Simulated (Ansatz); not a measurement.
# Cd3Si4P8: the cost of one run

Computed with Ansatz 0.2.0 (DFT PBE, scalar-relativistic, plane waves, PAW, unless a step's input says otherwise).

3 further runs of the same task are left out: 1 that didn't finish, 2 set aside as unsound or not needed.

## 1. The system as given

Symmetry: C2, No. 5, monoclinic system. Conventional cell: a = 8.096 Å, b = 10.580 Å, c = 8.096 Å, α = 90.00°, β = 90.00°, γ = 90.00°. Around Cd (site symmetry 2) lie 4 P at 2.58 Å. Cd (site symmetry 1) has 4 P at 2.58 Å as nearest neighbours. Around Si (site symmetry 1) lie 4 P at 2.27 Å. Si (site symmetry 2) is surrounded by 4 P at 2.27 Å. P (site symmetry 1) has 2 Si at 2.27 Å and 1 Cd at 2.58 Å as nearest neighbours. P (site symmetry 1) is surrounded by 2 Si at 2.27 Å and 2 Cd at 2.58 Å. Only part of the 9 independent sites is listed.

Coordinates:

```cif
data_structure
_symmetry_space_group_name_H-M 'P 1'
_symmetry_Int_Tables_number 1
_cell_length_a 6.6609
_cell_length_b 6.6609
_cell_length_c 8.0957
_cell_angle_alpha 90.000
_cell_angle_beta 90.000
_cell_angle_gamma 105.153
_cell_volume 346.69
loop_
_atom_site_label
_atom_site_type_symbol
_atom_site_fract_x
_atom_site_fract_y
_atom_site_fract_z
_atom_site_occupancy
Cd1 Cd 0.50000 0.00000 0.75000 1
Cd2 Cd 0.50000 0.50000 0.50000 1
Cd3 Cd 0.00000 0.00000 0.00000 1
Si1 Si 0.00000 0.00000 0.50000 1
Si2 Si 0.50000 0.50000 0.00000 1
Si3 Si 0.50000 0.00000 0.25000 1
Si4 Si 0.00000 0.50000 0.75000 1
P1 P 0.60220 0.35220 0.22720 1
P2 P 0.10220 0.85220 0.72720 1
P3 P 0.60220 0.85220 0.02280 1
P4 P 0.10220 0.35220 0.52280 1
P5 P 0.14780 0.89780 0.27280 1
P6 P 0.64780 0.39780 0.77280 1
P7 P 0.64780 0.89780 0.47720 1
P8 P 0.14780 0.39780 0.97720 1
```

It goes back to an entry of the Materials Project, which need not be the stable form.

It is built from the cell relaxed beforehand with the same method (21.67 Å³/atom).

## 2. Setting up the jump

The supercell lacks one Cd atom, at fractional position (0.000, 0.500, 0.250), and holds 15 atoms. Atom 3 (Cd), 3.90 Å away, is to jump into the empty site. The cell is fixed.

## 3. Relaxing around the vacancy

The input, input.yaml:

```yaml
crystal:
  lattice:
    - [2.862247052, -2.862247052, 5.2898076]
    - [2.862247052, -2.862247052, -5.2898076]
    - [5.7244941039, 5.7244941039, 0.0]
  atoms:
    - { symbol: Cd, position: [0.5, 0.0, 0.75] }
    - { symbol: Cd, position: [0.5, 0.5, 0.5] }
    - { symbol: Cd, position: [0.0, 0.0, 0.0] }
    - { symbol: Si, position: [0.0, 0.0, 0.5] }
    - { symbol: Si, position: [0.5, 0.5, 0.0] }
    - { symbol: Si, position: [0.5, 1.0, 0.25] }
    - { symbol: Si, position: [0.0, 0.5, 0.75] }
    - { symbol: P, position: [0.6021980861, 0.3521980861, 0.2271980861] }
    - { symbol: P, position: [0.1021980861, 0.8521980861, 0.7271980861] }
    - { symbol: P, position: [0.6021980861, 0.8521980861, 0.0228019139] }
    - { symbol: P, position: [0.1021980861, 0.3521980861, 0.5228019139] }
    - { symbol: P, position: [0.1478019139, 0.8978019139, 0.2728019139] }
    - { symbol: P, position: [0.6478019139, 0.3978019139, 0.7728019139] }
    - { symbol: P, position: [0.6478019139, 0.8978019139, 0.4771980861] }
    - { symbol: P, position: [0.1478019139, 0.3978019139, 0.9771980861] }
basis:
  ecutwfc: 420
kpoints:
  mp_grid: { grid: [4, 4, 4] }
hamiltonian:
  xc: pbe
scf:
  occupations: { method: gaussian, width: 0.05 }
output:
  forces: true
  stress: true
  eigenvalues: true
  write_density: true
  write_potential: true
  elf: true
  volumetric_format: npy
relax:
  adjacent_minimum: "off"
  f_tol: 0.02
  max_steps: 50
```

Run with:

```sh
ansatz run input.yaml --threads 4 --pin off --max-ram 9216MiB --backend cpu --events-out ev --progress --plain --runs-dir out
```

What time and memory should one allow on 4 threads of an x86-64 CPU, shared host?

About 60 s, with a peak of 1.2 GiB.
